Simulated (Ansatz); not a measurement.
# HfB2 (P1) in Ansatz: relaxation of cell and atoms with PBEsol+D4

Aim: the relaxation of cell and atoms of HfB2 with PBEsol+D4.

Program: Ansatz 0.2.0. These are calculated values, not measurements. Logs are shortened: lines on timing, memory, paths and dates and some standing lists are left out, and cuts for length are marked.

**1. The cell of the first run**

The typed cell holds 3 atoms: a = 3.140 Å, b = 3.140 Å, c = 3.480 Å, α = 90.00°, β = 90.00°, γ = 120.00°.

**2. Relaxation of cell and atoms, PBEsol+D4 (atoms moved at random, drawn with an rms of 0.05 Å)**

input.yaml

```yaml
crystal:
  lattice:
    - [3.14, 0.0, 0.0]
    - [-1.57, 2.7193197679, 0.0]
    - [0.0, 0.0, 3.48]
  atoms:
    - { symbol: Hf, position: [0.01327, 0.007264, 0.010654] }
    - { symbol: B, position: [0.684415, 0.365437, 0.503944] }
    - { symbol: B, position: [0.341862, 0.674343, 0.505164] }
hamiltonian:
  xc: pbesol
  pseudopotentials: { kind: paw }
  dispersion: d4
kpoints:
  mp_grid: { grid: [10, 10, 8] }
scf:
  occupations: { method: gaussian, width: 0.1 }
output:
  forces: true
  stress: true
relax:
  f_tol: 0.01
  max_steps: 40
  cell: { stress_tol: 0.05 }
```

Potentials or basis: Ansatz PAW.

Command:

```bash
$ ansatz run input.yaml --threads 2 --pin off --max-ram 5632MiB --backend cpu --events-out ev --progress --plain --runs-dir out
```

Log:

```text
Warning: RAYON_NUM_THREADS=2 ignored (pool sized by the plan → 2); use --threads N
Engine: ansatz 0.2.0, x86_64-unknown-linux-gnu
Pseudopotentials: kind: paw
Pseudopotential: Hf, paw, valence charge 26, recommended cutoff 420 eV (normal), Hf.paw.azcp
Pseudopotential: B, paw, valence charge 3, recommended cutoff 420 eV (normal), B.paw.azcp
Functional definition: PBEsol
  exchange = pbesol_x
  correlation = pbesol_c
Crystal: 3 atoms, lattice volume = 29.715 Å³
Basis set: ecut = 420 eV, 563 PW (Γ), exchange–correlation on 48×48×48 points (8 copies of the dense FFT grid, shifted against one another)
Bands: 20, of which v1, the nominal top of the filled ones, is band 16 counted from 1 (15 counted from 0)
Symmetry: 1 space group operations
Space group: P1 (ITA 1), of the structure as read, at distance tolerance 3.1e-5 Å
k-points: 404 of 800 (time reversal used)
Non-local potential: Hf, projectors of the file, l = 0: 3, l = 1: 2, l = 2: 2, l = 3: 3
Non-local potential: B, projectors of the file, l = 0: 2, l = 1: 2, l = 2: 1
PAW form: soft (Blöchl's): semilocal exchange-correlation on the pseudo side does not see the compensation charge
PAW frozen core: Hf, regenerated for the run's functional, and the local potential with it (the file was generated under x = pbe(κ = 0.804, μ = 0.2195149727645171), c = pbe(β = 0.06672455060314922))
PAW frozen core: B, regenerated for the run's functional, and the local potential with it (the file was generated under x = pbe(κ = 0.804, μ = 0.2195149727645171), c = pbe(β = 0.06672455060314922))
PAW one-centre angular grid: Hf, 590 points (default); XC on 64 Gauss nodes
PAW one-centre angular grid: B, 110 points (default); XC on 64 Gauss nodes
Initial density: superposition of atomic densities (neutral atoms: chi_scale 0, normalization atom), corrected by the library's trained network
Initial wavefunctions: pseudopotential atomic-orbital guess
Functional: x = pbesol(κ = 0.804, μ = 0.12345679012345678), c = pbesol(β = 0.046)
SCF iter   1: F=—  HF=-15907.093921 eV  |F-HF|=—  |Δ(HF+E_count)|=         —  Δρ=5.74e-3  dr2=1.68e-2  ethr=1.77e-3  ⟨swp⟩=4.0  Hψ=31159  notcnv=0
preconditioner: auto → none  [metal: Δε(μ)=0.050 eV  Ē_g=17.405 eV  σ=0.100 eV  W_gap=0.27  n_scr=8 (ndim 8)  ℏωp=37.3 eV  f_vac=0.000  D(μ)=0.24/eV (n_scr^D=0)  sad-step TF]
SCF iter   2: F=—  HF=-15907.090102 eV  |F-HF|=—  |Δ(HF+E_count)|=   3.82e-3  Δρ=3.28e-3  dr2=5.81e-3  ethr=5.26e-5  ⟨swp⟩=1.1  Hψ=11362  notcnv=0
SCF iter   3: F=—  HF=-15907.088673 eV  |F-HF|=—  |Δ(HF+E_count)|=   1.43e-3  Δρ=1.19e-3  dr2=6.34e-4  ethr=1.82e-5  ⟨swp⟩=2.0  Hψ=10903  notcnv=0
SCF iter   4: F=—  HF=-15907.088327 eV  |F-HF|=—  |Δ(HF+E_count)|=   3.46e-4  Δρ=1.50e-4  dr2=2.35e-6  ethr=1.98e-6  ⟨swp⟩=2.0  Hψ=14547  notcnv=0
SCF iter   5: F=—  HF=-15907.088332 eV  |F-HF|=—  |Δ(HF+E_count)|=   5.45e-6  Δρ=3.15e-5  dr2=2.88e-7  ethr=7.34e-9  ⟨swp⟩=2.0  Hψ=14547  notcnv=0
SCF iter   6: F=-15907.088332 eV  HF=-15907.088332 eV  |F-HF|=1.01e-8  |Δ(HF+E_count)|=   1.73e-9  Δρ=6.77e-6  dr2=1.49e-8  ethr=3.13e-10  ⟨swp⟩=4.3  Hψ=29063  notcnv=0
SCF 1 converged in 6 iterations: F = -15907.088332 eV  dr2 = 1.49e-8
relax step   1: F+E_penalty+E_count = -15907.08833217 eV  Δ(F+E_penalty+E_count) = +0.000e0 eV  max|allowed force component| = 1.039e0 eV/Å  Δτ_max = 0.0000 Å  P = -7.066 GPa  Ω = 29.715 Å³  (6 SCF iters, dr2 threshold 1.00e-7 eV, accepted)
Crystal: 3 atoms, lattice volume = 28.403 Å³
Initial density: handed on by an earlier stage of this run
Initial wavefunctions: those handed on with the density
iter 1 solved again at ethr=8.21e-5 eV; its pass at ethr=3.10e-3 eV (dr2=2.63e-2 eV) is discarded
SCF iter   1: F=—  HF=-15907.132716 eV  |F-HF|=—  |Δ(HF+E_count)|=         —  Δρ=9.52e-3  dr2=2.64e-2  ethr=8.21e-5  ⟨swp⟩=1.0  Hψ=50002  notcnv=0
preconditioner: auto → none  [metal: Δε(μ)=0.100 eV  Ē_g=17.507 eV  σ=0.100 eV  W_gap=0.45  n_scr=8 (ndim 8)  ℏωp=38.2 eV  f_vac=0.000  D(μ)=0.45/eV (n_scr^D=0)]
SCF iter   2: F=—  HF=-15907.123300 eV  |F-HF|=—  |Δ(HF+E_count)|=   9.42e-3  Δρ=3.34e-3  dr2=2.51e-3  ethr=8.21e-5  ⟨swp⟩=2.7  Hψ=15673  notcnv=0
SCF iter   3: F=—  HF=-15907.122491 eV  |F-HF|=—  |Δ(HF+E_count)|=   8.08e-4  Δρ=1.45e-3  dr2=3.14e-4  ethr=7.84e-6  ⟨swp⟩=2.0  Hψ=14094  notcnv=0
SCF iter   4: F=—  HF=-15907.122382 eV  |F-HF|=—  |Δ(HF+E_count)|=   1.10e-4  Δρ=5.29e-4  dr2=2.29e-5  ethr=9.80e-7  ⟨swp⟩=2.0  Hψ=14550  notcnv=0
SCF iter   5: F=—  HF=-15907.122388 eV  |F-HF|=—  |Δ(HF+E_count)|=   6.47e-6  Δρ=1.34e-4  dr2=1.65e-6  ethr=7.16e-8  ⟨swp⟩=2.0  Hψ=14545  notcnv=0
SCF iter   6: F=-15907.122389 eV  HF=-15907.122389 eV  |F-HF|=1.10e-8  |Δ(HF+E_count)|=   7.94e-7  Δρ=2.24e-5  dr2=4.15e-8  ethr=9.37e-10  ⟨swp⟩=5.0  Hψ=35588  notcnv=0
SCF 2 converged in 6 iterations: F = -15907.122389 eV  dr2 = 4.15e-8
[... 26 lines left out ...]
SCF iter   3: F=—  HF=-15907.152972 eV  |F-HF|=—  |Δ(HF+E_count)|=   3.87e-8  Δρ=1.63e-5  dr2=1.82e-8  ethr=3.88e-10  ⟨swp⟩=2.0  Hψ=14525  notcnv=0
SCF iter   4: F=—  HF=-15907.152972 eV  |F-HF|=—  |Δ(HF+E_count)|=   8.36e-9  Δρ=4.24e-6  dr2=1.56e-9  ethr=5.69e-11  ⟨swp⟩=2.0  Hψ=14541  notcnv=0
SCF iter   5: F=—  HF=-15907.152972 eV  |F-HF|=—  |Δ(HF+E_count)|=  8.40e-10  Δρ=1.10e-6  dr2=7.45e-11  ethr=4.89e-12  ⟨swp⟩=2.0  Hψ=10542  notcnv=0
SCF iter   6: F=-15907.152972 eV  HF=-15907.152972 eV  |F-HF|=3.64e-12  |Δ(HF+E_count)|=  7.28e-11  Δρ=8.00e-8  dr2=7.22e-13  ethr=1.00e-12  ⟨swp⟩=5.0  Hψ=35281  notcnv=0
SCF 5 converged in 6 iterations: F = -15907.152972 eV  dr2 = 7.22e-13
relax step   5: F+E_penalty+E_count = -15907.15297244 eV  Δ(F+E_penalty+E_count) = +8.789e-4 eV  max|allowed force component| = 4.403e-4 eV/Å  Δτ_max = 0.0000 Å  P = -0.041 GPa  Ω = 28.822 Å³  stress off target by 5.67e-2 GPa  SCF on the basis re-selected at this cell (its energy is not comparable with the rows above)  (6 SCF iters)
basis re-selected at this cell: Δ(F+E_penalty+E_count) = +8.789e-4 eV, ΔP = -0.033 GPa vs the last step (what re-selecting the basis moved, of the pressure what is left beyond the Pulay correction that the steps carried, after the strain that the cell walked since its last selection, with what the two solves' SCF thresholds leave and, on support functions, any second-order correction that the steps lacked; it is no measure of the basis error at this ecutwfc). This SCF's stress stands 5.67e-2 GPa from its target on what of the cell is left free (relax.cell.stress_tol is 5.00e-2 GPa) and its largest allowed force component is 4.40e-4 eV/Å (relax.f_tol is 1.00e-2 eV/Å): not within both, so this SCF does not close the relaxation
Crystal: 3 atoms, lattice volume = 28.818 Å³
iter 1 solved again at ethr=5.11e-10 eV; its pass at ethr=3.10e-3 eV (dr2=1.63e-7 eV) is discarded
SCF iter   1: F=—  HF=-15907.152972 eV  |F-HF|=—  |Δ(HF+E_count)|=         —  Δρ=1.97e-5  dr2=1.74e-7  ethr=5.11e-10  ⟨swp⟩=2.0  Hψ=43356  notcnv=0
SCF iter   2: F=—  HF=-15907.152978 eV  |F-HF|=—  |Δ(HF+E_count)|=   5.92e-6  Δρ=7.72e-6  dr2=2.80e-8  ethr=5.11e-10  ⟨swp⟩=2.0  Hψ=13783  notcnv=0
SCF iter   3: F=-15907.152978 eV  HF=-15907.152978 eV  |F-HF|=2.86e-10  |Δ(HF+E_count)|=   9.24e-9  Δρ=3.08e-6  dr2=1.39e-9  ethr=2.51e-11  ⟨swp⟩=4.2  Hψ=29048  notcnv=0
SCF 6 converged in 3 iterations: F = -15907.152978 eV  dr2 = 1.39e-9
relax step   6: F+E_penalty+E_count = -15907.15297836 eV  Δ(F+E_penalty+E_count) = -5.917e-6 eV  max|allowed force component| = 7.415e-5 eV/Å  Δτ_max = 0.0000 Å  P = +0.000 GPa  Ω = 28.818 Å³  energy of the carried Pulay correction = +5.113e-6 eV  (3 SCF iters, dr2 threshold 8.04e-9 eV, accepted)
iter 1 solved again at ethr=6.06e-9 eV; its pass at ethr=3.10e-3 eV (dr2=1.94e-6 eV) is discarded
SCF iter   1: F=—  HF=-15907.152970 eV  |F-HF|=—  |Δ(HF+E_count)|=         —  Δρ=3.10e-6  dr2=1.39e-9  ethr=6.06e-9  ⟨swp⟩=3.7  Hψ=56604  notcnv=0
SCF iter   2: F=—  HF=-15907.152976 eV  |F-HF|=—  |Δ(HF+E_count)|=   5.97e-6  Δρ=1.49e-6  dr2=3.57e-10  ethr=4.36e-12  ⟨swp⟩=2.1  Hψ=14660  notcnv=0
SCF iter   3: F=—  HF=-15907.152976 eV  |F-HF|=—  |Δ(HF+E_count)|=  2.24e-10  Δρ=6.77e-7  dr2=2.18e-10  ethr=1.12e-12  ⟨swp⟩=2.0  Hψ=14050  notcnv=0
SCF iter   4: F=-15907.152976 eV  HF=-15907.152976 eV  |F-HF|=1.82e-12  |Δ(HF+E_count)|=  1.07e-10  Δρ=1.81e-7  dr2=4.07e-12  ethr=1.00e-12  ⟨swp⟩=4.0  Hψ=42130  notcnv=0
SCF 7 converged in 4 iterations: F = -15907.152976 eV  dr2 = 4.07e-12
relax step   7: F+E_penalty+E_count = -15907.15297588 eV  Δ(F+E_penalty+E_count) = +2.481e-6 eV  max|allowed force component| = 6.780e-5 eV/Å  Δτ_max = 0.0000 Å  P = -0.000 GPa  Ω = 28.818 Å³  stress off target by 6.56e-4 GPa  SCF on the basis re-selected at this cell (its energy is not comparable with the rows above)  (4 SCF iters)
basis re-selected at this cell: Δ(F+E_penalty+E_count) = +2.481e-6 eV, ΔP = -0.000 GPa vs the last step (what re-selecting the basis moved, of the pressure what is left beyond the Pulay correction that the steps carried, after the strain that the cell walked since its last selection, with what the two solves' SCF thresholds leave and, on support functions, any second-order correction that the steps lacked; it is no measure of the basis error at this ecutwfc). This SCF's stress stands 6.56e-4 GPa from its target on what of the cell is left free (relax.cell.stress_tol is 5.00e-2 GPa) and its largest allowed force component is 6.78e-5 eV/Å (relax.f_tol is 1.00e-2 eV/Å): within both
SCF converged after 4 iterations
Free energy (F): -15907.152976 eV
Harris-Foulkes:  -15907.152976 eV  (|F-HF|=1.82e-12)
Internal energy: -15907.151137 eV  (E = F + TS)
E sigma→0 (E₀):  -15907.152056 eV
Entropy (-TS):   -0.001839 eV (-0.613 meV/atom)
Fermi energy:    20.893664 eV
--- Per-component energies (eV) ---
  E_band       = 147.928454
  E_kinetic    = 528.931218
  E_local      = -5199.782975  (includes V_loc(G=0)·N_el)
  E_nonlocal   = -1215.785443
  E_hartree    = 2484.948200
  E_xc         = -365.486844
  E_vxc        = -347.312372  (∫ρ·V_xc dr)
  E_paw        = -6959.306201  (= ΣΔE_a)
  E_vpaw       = 1411.981744  (= ΣTr[D̂ρ^β])
  E_aug_tail   = -0.000007  (compensation charges beyond the density's cutoff)
  E_ewald      = -5181.395228
  E_disp       = -0.554370  (pairwise vdW)
  E_core_change = 1.280513  (= ΣΔE_core)
  E_smearing   = -0.001839  (= −TS)
  E_closure    = -0.000000  (closes the sum)
  Σ components = -15907.152976   (vs F -15907.152976, Δ=0.00e0)
--- Forces (eV/Å), atoms counted from 1 ---
  atom   1  Hf    -0.00001958     0.00002743     0.00004845
  atom   2  B     -0.00002817    -0.00002424     0.00001940
  atom   3  B      0.00004775    -0.00000336    -0.00006779
  max |Σ_I F_I| component: 1.63e-7 eV/Å
--- Stress (GPa, compression-positive) ---
        0.000178       0.000059      -0.000027
        0.000059       0.000291       0.000024
       -0.000027       0.000024      -0.000655
  P = ⅓ Tr σ = -0.0001 GPa (-0.001 kbar)
--- Relaxed structure (5 steps of the walk, 5 accepted, 2 SCFs on fresh bases) ---
  F+E_penalty+E_count = -15907.15297588 eV   max|allowed force component| = 6.780e-5 eV/Å   (the final SCF, on the basis selected at the relaxed cell)
  cell:  # Å, volume = 28.8177 Å³
    - [3.116025114992236, -3.446904788787199e-7, 1.4966743130896036e-7]
    - [-1.5580128560068291, 2.6985564707237497, -1.8667581177424674e-7]
    - [1.6587345890292422e-7, -1.4312788775016194e-7, 3.4271048701798597]
  atoms:
    - { symbol: Hf, position: [0.013182387575634762, 0.015680881605137798, 0.006586768464005812] }
    - { symbol: B, position: [0.6798494977907509, 0.34901502958710406, 0.5065865778332059] }
    - { symbol: B, position: [0.3465151146336144, 0.682348088807758, 0.5065886537027879] }
```

Wall time 3.2 min (2 threads of Intel Xeon at 2.50GHz (Skylake/Cascade Lake), shared host); peak memory 0.58 GiB.

Results:

```
Free energy                            : -15907.1530 eV
Relaxed volume                         : 9.61 Å³/atom
Relaxed cell                           : a = 3.116 Å, b = 3.116 Å, c = 3.427 Å, α = 90.00°, β = 90.00°, γ = 120.00°
Space group after relaxing (to 0.05 Å) : P6/mmm (No. 191)
Energy gained by relaxing              : 21.5 meV/atom
Ionic steps                            : 7
Pressure after relaxing                : 0.0 GPa
```

Step by step:
```
step  energy change (eV)  largest force (eV/Å)  volume (Å³)
   1              0.0000                1.0887        29.71
   2             -0.0341                0.5158        28.40
   3             -0.0647                0.0181        28.77
   4             -0.0655                0.0006        28.82
   5             -0.0646                0.0006        28.82
   6             -0.0646                0.0001        28.82
   7             -0.0646                0.0001        28.82
```

Final structure:
```xyz
3
Lattice="3.1160 0.0000 0.0000 -1.5580 2.6986 0.0000 0.0000 0.0000 3.4271" Properties=species:S:1:pos:R:3 pbc="T T T"
Hf    0.0166    0.0423    0.0226
B     1.5747    0.9418    1.7361
B     0.0166    1.8414    1.7361
```

Caveat: the plane-wave basis is chosen anew once the cell has moved, so the energies of steps on either side of that aren't comparable; the PAW data sets come from PBE, with cores solved anew for the run's functional, which leaves a small shift of forces and pressure.
